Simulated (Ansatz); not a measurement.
## TiAl3: strain energy, fitted

TiAl3, I4/mmm, a = 3.816 Å, c = 8.554 Å. Ansatz: PBEsol, PAW, 420 eV, Γ-centred 10×10×4 mesh on 8 atoms, Gaussian smearing 0.10 eV; no spin polarisation. Series: biaxial strain in the a-b plane, c and atoms relaxed; x is the strain in per cent. y is the free energy over the unstrained cell, V0 = 15.567 Å³/atom.

```
x (%) y (meV/atom)
 -3.0             ?
 -2.0         11.22
 -1.0          2.67
  0.0          0.00
  1.0          2.69
  2.0         10.22
  3.0         22.04
```

**Question.** Fit y = c2 x² + c3 x³ to the other rows, turn c2 into a modulus, and predict the missing energy.

**Answer.** Least squares on the rows shown. y = 2.6676 x² − 0.071148 x³. In eV per unit strain² c2 is 26.68; M is the biaxial modulus (E = M V0 ε²): 26.68 × 160.2 / (15.567) = 275 GPa. The unstrained cell keeps some stress along the strain, worth a slope of 0.07 meV/atom per %, which the form leaves out. At x = -3.0 the fit asked for gives 25.93 meV/atom. The run gave 26.14 meV/atom, so the fit is 0.21 meV/atom too low, 0.8 % of the span of the series, against an rms of 0.08 meV/atom on the fitted rows. The row lies outside the fitted range. With a term in x⁴ added, a fit to the same known rows predicts 25.39 meV/atom, further off still.